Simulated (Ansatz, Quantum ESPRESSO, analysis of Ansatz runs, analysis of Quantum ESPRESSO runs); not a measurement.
# Substitutional N in diamond: charge-transition level against experiment (Quantum ESPRESSO)

How near does this set-up come to the measured charge-transition level? Subject: substitutional N in diamond. Set-up: PBE, GBRV 1.5 PBE, 64-site cell, PBE lattice, k: the zone centre alone then 2x2x2 shifted, started with the impurity moved along one bond, start relaxed with Ansatz. The model is a cell of 64 host atoms with 1 C taken out and 1 N put in. The level is the Fermi energy at which two charge states have equal formation energy, after a correction for the images of the charge. A local or semilocal functional is the cheapest first rung.

**The experiment.** (+1/0) level below the conduction-band bottom: 1.7 eV (quoted in “Hunting the elusive shallow n-type donor – An ab initio study of Li and N co-doped diamond”, 2021, S. Conejeros et al., quoting earlier work (1969)).

Calculated with Quantum ESPRESSO 7.5; Quantum ESPRESSO plane-wave DFT, PBE, GBRV 1.5 PBE potentials; relaxation of all atoms of a defect supercell.

This is a report of a sequence of runs, with most program output left out.

## Step 1: Starting point

The cell holds 64 atoms: 63 C and 1 N. Its edges and angles: a = 7.142 Å, b = 7.142 Å, c = 7.142 Å, α = 90.0°, β = 90.0°, γ = 90.0°. It derives from C (space group Fd-3m). Nearest the centre at fractional (0.375, 0.375, 0.375): N8 at 0.00 Å, C4 at 1.56 Å, C42 at 1.56 Å, C27 at 1.56 Å, C49 at 1.56 Å, C5 at 2.52 Å, C15 at 2.52 Å, C7 at 2.52 Å. The cell carries charge +1.

The host's primitive cell comes from a first run (Quantum ESPRESSO plane-wave DFT, PBE, GBRV 1.5 PBE potentials; relaxation of cell and atoms of a defect-free cell): vectors of 2.525, 2.525 and 2.525 Å. That is 5.69 Å³ an atom, 0.4 % over the diffraction cell's volume. The supercell is built on it.

This program's steps are dear, so the start below was first relaxed with Ansatz (plane-wave PAW DFT, PBE; 7.1 s).

## Step 2: Relaxation, charge +1

Every later number rests on the structure around the defect, so the atoms are relaxed at the host's lattice first.

The input, pw.in:

```
&CONTROL
  calculation = 'relax'
  prefix = 'pwscf'
  outdir = './tmp'
  pseudo_dir = './pseudo'
  tprnfor = .true.
  disk_io = 'low'
  nstep = 70
  forc_conv_thr = 0.00078
  etot_conv_thr = 0.0001
/
&SYSTEM
  ibrav = 0
  nat = 64
  ntyp = 2
  ecutwfc = 45
  ecutrho = 360
  nbnd = 132
  occupations = 'smearing'
  smearing = 'fd'
  degauss = 0.00073499
  tot_charge = 1
  nosym = .true.
/
&ELECTRONS
  conv_thr = 6d-08
  electron_maxstep = 100
  mixing_beta = 0.5
/
&IONS
  ion_dynamics = 'bfgs'
/
ATOMIC_SPECIES
C     12.0110 c_pbe_v1.2.uspp.F.UPF
N     14.0070 n_pbe_v1.2.uspp.F.UPF
CELL_PARAMETERS angstrom
   7.1418068620    0.0000000000    0.0000000000
   0.0000000000    7.1418068620    0.0000000000
   0.0000000000    0.0000000000    7.1418068620
ATOMIC_POSITIONS crystal
C      0.0002341428    0.0007115834    0.2495841943
C      0.0002335534    0.2502071418    0.0000893338
C      0.2497279493    0.0007111529    0.0000888718
C      0.2490229493    0.2495006464    0.2488778872
C      0.1253236762    0.1258020940    0.3759643685
C      0.1253236891    0.3765865944    0.1251793640
C      0.3761080826    0.1258013424    0.1251785521
N      0.3751259866    0.3756055696    0.3749797783
[... 52 atom lines left out ...]
C      0.6252268261    0.6257046365    0.8750093042
C      0.6252264460    0.8756329811    0.6250819843
C      0.8751546086    0.6257045488    0.6250819085
C      0.8751296743    0.8756073306    0.8749867289
K_POINTS gamma
```

Launch:

```bash
$ OMP_NUM_THREADS=1 mpirun -n 4 pw.x -in pw.in > pw.out
```

Elapsed: 8.4 s, on 4 MPI ranks of Arm Neoverse V2, shared host; peak memory 0.49 GiB; 33 s of CPU time.

No atom moved by 0.005 Å in the relaxation.

Neighbours of N8 at the end:

```
atom  distance (Å)
 C27         1.560
 C42         1.560
 C49         1.560
  C4         1.560
 C21         2.523
 C23         2.523
 C37         2.523
  C6         2.523
 C38         2.523
 C14         2.523
 C15         2.523
  C7         2.523
  C5         2.523
 C31         2.523
 C53         2.523
 C46         2.523
```

## Step 3: Single point, charge +1

The relaxed structure is kept, and the final numbers are taken at the final level and k-points.

This step: Quantum ESPRESSO plane-wave DFT, PBE, GBRV 1.5 PBE potentials; single point of a defect supercell.

The input, pw.in:

```
&CONTROL
  calculation = 'scf'
  prefix = 'pwscf'
  outdir = './tmp'
  pseudo_dir = './pseudo'
  tprnfor = .true.
  disk_io = 'low'
/
&SYSTEM
  ibrav = 0
  nat = 64
  ntyp = 2
  ecutwfc = 45
  ecutrho = 360
  nbnd = 132
  occupations = 'smearing'
  smearing = 'fd'
  degauss = 0.00073499
  tot_charge = 1
  nosym = .true.
/
&ELECTRONS
  conv_thr = 6d-08
  electron_maxstep = 100
  mixing_beta = 0.5
/
ATOMIC_SPECIES
C     12.0110 c_pbe_v1.2.uspp.F.UPF
N     14.0070 n_pbe_v1.2.uspp.F.UPF
CELL_PARAMETERS angstrom
   7.1418068620    0.0000000000    0.0000000000
   0.0000000000    7.1418068620    0.0000000000
   0.0000000000    0.0000000000    7.1418068620
ATOMIC_POSITIONS crystal
C      0.0002341428    0.0007115834    0.2495841943
C      0.0002335534    0.2502071418    0.0000893338
[... 1 atom line left out ...]
C      0.2490229493    0.2495006464    0.2488778872
C      0.1253236762    0.1258020940    0.3759643685
C      0.1253236891    0.3765865944    0.1251793640
C      0.3761080826    0.1258013424    0.1251785521
N      0.3751259866    0.3756055696    0.3749797783
[... 5 atom lines left out ...]
C      0.1253278006    0.3746235279    0.6247858995
C      0.3741452334    0.1258057293    0.6247852783
[... 11 atom lines left out ...]
C      0.2490269820    0.5017074583    0.5010852608
[... 9 atom lines left out ...]
C      0.6249289928    0.1258060051    0.3740023207
[... 4 atom lines left out ...]
C      0.5012289080    0.2495057148    0.5010844479
[... 3 atom lines left out ...]
C      0.6249298496    0.3765909143    0.6247859205
[... 2 atom lines left out ...]
C      0.5012312820    0.5017097010    0.2488801684
[... 14 atom lines left out ...]
C      0.8751296743    0.8756073306    0.8749867289
K_POINTS automatic
2 2 2 1 1 1
```

The input, pp_potential.in:

```
&INPUTPP
  prefix = 'pwscf'
  outdir = './tmp'
  filplot = 'potential.dat'
  plot_num = 11
/
&PLOT
  nfile = 1
  filepp(1) = 'potential.dat'
  iflag = 3
  output_format = 6
  fileout = 'potential.cube'
/
```

Launch:

```bash
$ OMP_NUM_THREADS=1 mpirun -n 4 pw.x -nk 2 -in pw.in > pw.out
$ OMP_NUM_THREADS=1 mpirun -n 4 pp.x -in pp_potential.in > pp_potential.out
```

Run time: 72 s. Hardware: 4 MPI ranks; peak memory 1 GiB.

## Step 4: Relaxation, charge 0

The input, pw.in:

```
&CONTROL
  calculation = 'relax'
  prefix = 'pwscf'
  outdir = './tmp'
  pseudo_dir = './pseudo'
  tprnfor = .true.
  disk_io = 'low'
  nstep = 70
  forc_conv_thr = 0.00078
  etot_conv_thr = 0.0001
/
&SYSTEM
  ibrav = 0
  nat = 64
  ntyp = 2
  ecutwfc = 45
  ecutrho = 360
  nbnd = 133
  occupations = 'smearing'
  smearing = 'fd'
  degauss = 0.00073499
  nspin = 2
  starting_magnetization(1) = 0.125
  starting_magnetization(2) = 0.1
  tot_magnetization = 1
  nosym = .true.
/
&ELECTRONS
  conv_thr = 6d-08
  electron_maxstep = 100
  mixing_beta = 0.3
/
&IONS
  ion_dynamics = 'bfgs'
/
ATOMIC_SPECIES
C     12.0110 c_pbe_v1.2.uspp.F.UPF
N     14.0070 n_pbe_v1.2.uspp.F.UPF
CELL_PARAMETERS angstrom
   7.1418068620    0.0000000000    0.0000000000
   0.0000000000    7.1418068620    0.0000000000
   0.0000000000    0.0000000000    7.1418068620
ATOMIC_POSITIONS crystal
C     -0.0026858308   -0.0022090993    0.2492725494
C     -0.0026869160    0.2498944023   -0.0028310099
[... 1 atom line left out ...]
C      0.2304103455    0.2308869021    0.2302739066
C      0.1226694134    0.1231483191    0.3713084493
[... 2 atom lines left out ...]
N      0.3919524225    0.3924339911    0.3918184182
[... 5 atom lines left out ...]
C      0.1276525108    0.3746896170    0.6234264961
C      0.3742105658    0.1281319563    0.6234262791
[... 5 atom lines left out ...]
C      0.1276507973    0.6240481247    0.3740670005
[... 1 atom line left out ...]
C      0.3742139896    0.6240514016    0.1275043615
[... 3 atom lines left out ...]
C      0.2564118816    0.5032640196    0.5026458339
[... 9 atom lines left out ...]
C      0.6235715570    0.1281309846    0.3740654489
C      0.6235738455    0.3746905497    0.1275056331
[... 3 atom lines left out ...]
C      0.5027881459    0.2568901412    0.5026455764
[... 6 atom lines left out ...]
C      0.5027991173    0.5032755594    0.2562597140
[... 14 atom lines left out ...]
C      0.8749502571    0.8754309171    0.8748077454
K_POINTS gamma
```

Launch:

```bash
$ OMP_NUM_THREADS=1 mpirun -n 4 pw.x -in pw.in > pw.out
```

Elapsed: 25 s, on 4 MPI ranks; peak memory 0.88 GiB.

Hardly anything moved in the relaxation; the energy changed by under 0.2 meV an atom.

Neighbours of N8 at the end:

```
atom  distance (Å)
 C49         1.480
 C42         1.480
 C27         1.480
  C4         2.000
 C31         2.382
 C53         2.382
 C46         2.382
 C38         2.513
 C37         2.513
 C23         2.513
 C21         2.513
 C15         2.513
 C14         2.513
```

This step gave:

```
total moment                          : 1.0000 μB
integral of the absolute spin density : 1.142 μB
```

## Step 5: Single point, charge 0

This step: Quantum ESPRESSO plane-wave DFT, PBE, GBRV 1.5 PBE potentials; single point of a defect supercell.

The input, pw.in:

```
&CONTROL
  calculation = 'scf'
  prefix = 'pwscf'
  outdir = './tmp'
  pseudo_dir = './pseudo'
  tprnfor = .true.
  disk_io = 'low'
/
&SYSTEM
  ibrav = 0
  nat = 64
  ntyp = 2
  ecutwfc = 45
  ecutrho = 360
  nbnd = 133
  occupations = 'smearing'
  smearing = 'fd'
  degauss = 0.00073499
  nspin = 2
  starting_magnetization(1) = 0.125
  starting_magnetization(2) = 0.1
  tot_magnetization = 1
  nosym = .true.
/
&ELECTRONS
  conv_thr = 6d-08
  electron_maxstep = 100
  mixing_beta = 0.3
/
ATOMIC_SPECIES
C     12.0110 c_pbe_v1.2.uspp.F.UPF
N     14.0070 n_pbe_v1.2.uspp.F.UPF
CELL_PARAMETERS angstrom
   7.1418068620    0.0000000000    0.0000000000
   0.0000000000    7.1418068620    0.0000000000
   0.0000000000    0.0000000000    7.1418068620
ATOMIC_POSITIONS crystal
C     -0.0026883632   -0.0022108568    0.2492661400
C     -0.0026894432    0.2498880989   -0.0028337698
[... 1 atom line left out ...]
C      0.2303255273    0.2308027806    0.2301815875
C      0.1226557944    0.1231339802    0.3713770707
[... 2 atom lines left out ...]
N      0.3920490287    0.3925268279    0.3918990852
[... 5 atom lines left out ...]
C      0.1276395192    0.3747213144    0.6234320979
C      0.3742425355    0.1281186640    0.6234315956
[... 5 atom lines left out ...]
C      0.1276401647    0.6240530772    0.3740980548
[... 1 atom line left out ...]
C      0.3742441241    0.6240555719    0.1274934680
[... 3 atom lines left out ...]
C      0.2563657316    0.5032412728    0.5026199804
[... 9 atom lines left out ...]
C      0.6235752858    0.1281188567    0.3740972298
C      0.6235776738    0.3747215204    0.1274936459
[... 3 atom lines left out ...]
C      0.5027614569    0.2568440395    0.5026181290
[... 6 atom lines left out ...]
C      0.5027647027    0.5032429790    0.2562209451
[... 14 atom lines left out ...]
C      0.8749542857    0.8754331130    0.8748106603
K_POINTS automatic
2 2 2 1 1 1
```

pp_potential.in is that of step 3.

Launch:

```bash
$ OMP_NUM_THREADS=1 mpirun -n 4 pw.x -nk 2 -in pw.in > pw.out
$ OMP_NUM_THREADS=1 mpirun -n 4 pp.x -in pp_potential.in > pp_potential.out
```

Run time: 3 min. Hardware: 4 MPI ranks; peak memory 1.4 GiB.

This step gave:

- total moment: 1.000 μB
- integral of the absolute spin density: 1.125 μB

## Step 6: Charge-transition levels

Analysis of the runs above: levels from Quantum ESPRESSO plane-wave DFT, PBE, GBRV 1.5 PBE potentials energies with an image-charge correction aligned at atomic sites (own code after Kumagai and Oba).

It gives:

```
gap : 4.143 eV
```

## Step 7: What came out

```
static dielectric constant used                   : 5.9
band gap of the host                              : 4.14 eV
(plus 1/0) level below the conduction-band bottom : 1.31 eV
```

**Reading.** (+1/0) level below the conduction-band bottom: computed 1.31 eV, measured 1.7 eV; 0.39 eV shallower than the measurement. The level is counted in a gap of 4.14 eV, and the correction is screened by a dielectric constant of 5.9 from a linear-response run on the host. Levels hang on the band edges, which semilocal functionals place too close together. Limits: the periodic copies of the defect are only 7.1 Å apart.

[Logs are printed without paths, hosts, clocks, repeated set-up lines and the standing remarks that a program may print on its own settings, such as how far it seeks lower states.]

[Hosts, paths, dates, database ids (printed as entryN), source tags and the programs' standing remarks are cut or masked in the printed files.]

[For some hosts the program warned that the k-mesh of the response run may be too coarse for force constants and the static dielectric constant; such warnings are not shown here.]
